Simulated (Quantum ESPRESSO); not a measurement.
The system is Pt.

```
CELL_PARAMETERS angstrom
0.00000 1.96090 1.96090
1.96090 0.00000 1.96090
1.96090 1.96090 0.00000
ATOMIC_POSITIONS crystal
Pt 0.00000 0.00000 0.00000
```

- Program: Quantum ESPRESSO 7.5
- Task: relaxation of cell and atoms
- Functional: PBEsol
- Dispersion: rVV10
- Potentials or basis: GBRV 1.5 PBEsol
- Cutoff: 612 eV
- Density cutoff: 4898 eV
- k mesh: 12 × 12 × 12
- Occupations: fermi-dirac, width 0.05 eV
- Spin: no spin polarisation

At the start: pressure -8.8 GPa; volume 15.08 Å³/atom.

Question: How do energy, volume and symmetry change on relaxing?

Answer: Over 3 steps the energy falls by 11.0 meV/atom and the volume is 14.64 Å³/atom (-2.9 %); space group Fm-3m (No. 225, to 0.05 Å).

Step by step:
```csv
step,energy change (eV),largest force (eV/Å),pressure (GPa),volume (Å³)
1,0.0000,0.0000,-8.82,15.08
2,-0.0102,0.0000,1.85,14.55
3,-0.0110,0.0000,-0.09,14.64
```

Final structure:
```yaml
crystal:
  lattice:
    - [2.74590, 0.00000, 0.00000]
    - [1.37295, 2.37802, 0.00000]
    - [1.37295, 0.79267, 2.24202]
  atoms:
    - { symbol: Pt, position: [0.00000, 0.00000, 0.00000] }
```

Caveat: rVV10's parameter b was fitted to another functional.
